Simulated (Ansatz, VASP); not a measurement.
AgCl in VASP and in Ansatz

Contents of INCAR:

```
PREC = Accurate
ENCUT = 520
EDIFF = 1E-6
ISMEAR = -1
SIGMA = 0.01
LREAL = F
LASPH = T
NELM = 100
ALGO = Normal
ISIF = 2
LWAVE = F
LCHARG = F
GGA = PS
NBANDS = 16
```

KPOINTS

```
regular mesh
0
Gamma
  9 9 9
```

File POSCAR:

```
AgCl
1.0
   -0.0554630000      2.7454185000      2.7454185000
    2.7454185000     -0.0554630000      2.7454185000
    2.7454185000      2.7454185000     -0.0554630000
Ag Cl
1 1
Direct
    0.5000000000      0.5000000000      0.5000000000
    0.0000000000      0.0000000000      0.0000000000
```

Input for Ansatz:

```yaml
crystal:
  lattice:
    - [-0.055463, 2.7454185, 2.7454185]
    - [2.7454185, -0.055463, 2.7454185]
    - [2.7454185, 2.7454185, -0.055463]
  atoms:
    - { symbol: Ag, position: [0.5, 0.5, 0.5] }
    - { symbol: Cl, position: [0.0, 0.0, 0.0] }
kpoints:
  mp_grid: { grid: [9, 9, 9] }
  band_path:
    path:
      - [0.0, 0.0, 0.0]
      - [0.5, 0.5, 0.5]
      - [0.2551801333, 0.5, 0.7448198667]
      - [-0.2551801333, 0.2551801333, 0.5]
      - [0.0, 0.0, 0.5]
      - [0.0, 0.0, 0.0]
      - [-0.3775900666, 0.0, 0.3775900666]
      - [0.0, 0.3775900666, 0.6224099334]
      - [0.0, 0.5, 0.5]
    npoints: 5
scf:
  occupations: { method: fermi_dirac, width: 0.01 }
hamiltonian:
  xc: pbesol
  pseudopotentials: { kind: all_electron, lapw: { basis_error: 0.0005 } }
output:
  forces: true
  stress: true
  eigenvalues: true
```

Change from the starting cell: equal xy, yz and zx shear strains of -2 %.

Alike in both runs: task single point; functional PBEsol; k mesh 9 × 9 × 9; occupations fermi-dirac, width 0.01 eV; no spin polarisation.

|  | VASP | Ansatz |
| --- | --- | --- |
| version | VASP 6.6.1 | Ansatz 0.2.0 |
| potentials or method | VASP PAW PBE potentials, release 64 (Ag, Cl) | all-electron LAPW, scalar-relativistic |
| plane-wave cutoff (eV) | 520 | see its input |

|  | VASP | Ansatz | Ansatz less VASP |
| --- | --- | --- | --- |
| gap on the k mesh at the Fermi level (eV) | 0.75 | 0.76 | +0.005 |
| pressure (GPa) | -2.7 | -2.6 | +0.10 |
| largest component of the traceless stress (GPa) | 0.13 | 0.13 | -0.001 |

Ansatz ran all-electron here, so the differences hold the error of VASP's frozen core and of both bases.

Caveats: the PAW data sets were made with another functional, which shifts forces and pressure a little (VASP); an odd mesh through Γ misses points on the zone boundary, where band edges often lie.
